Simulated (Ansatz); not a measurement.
TiO$_{2}$: energy along a strain

TiO$_{2}$, P4_2/mnm, a = 4.643 Å, c = 2.964 Å. The compound has several low-lying forms, and this is one of them. Ansatz: PBE, PAW, 420 eV, Γ-centred 6×6×10 mesh on 6 atoms, Gaussian smearing 0.05 eV; no spin polarisation. Cell vectors (Å): 4.643 0.000 0.000; 0.000 4.643 0.000; 0.000 0.000 2.964. The cell is strained by x per cent times the pattern (0 0 0 1 0 0) in the order xx yy zz yz xz xy (engineering shears), with fractional coordinates held. y is the free energy over the start, V0 = 10.650 Å³/atom. Symmetry makes y even in x. Points with a strain past 8.5 % were computed too (2) and aren't used here.

| x (%) | y (meV/atom) |
| --- | --- |
| -5.00 | 11.25 |
| 0.00 | 0.00 |
| 1.25 | 0.69 |
| 2.50 | 2.80 |
| 3.75 | 6.31 |
| 6.25 | 17.59 |
| 7.50 | ? |

Fit y = c2 x² + c4 x⁴ to the other rows, get the stiffness along the pattern, and predict the missing energy.

Least squares on the rows shown. y = 0.44832 x² + 5.2747×10⁻⁵ x⁴. The clamped-ion stiffness p·C·p = 2 × 4.483 eV × 160.2 / 10.650 Å³ = 135 GPa, which is C44 in these axes. At x = 7.50 the fit asked for gives 25.38 meV/atom. The run gave 25.37 meV/atom, so the fit is 0.01 meV/atom too high, within twice the rms miss on the fitted rows (0.007 meV/atom).

Cost: 9 runs of about 2.5 core-minutes in all, on AMD EPYC 7R43 (Zen 3) (shared hosts).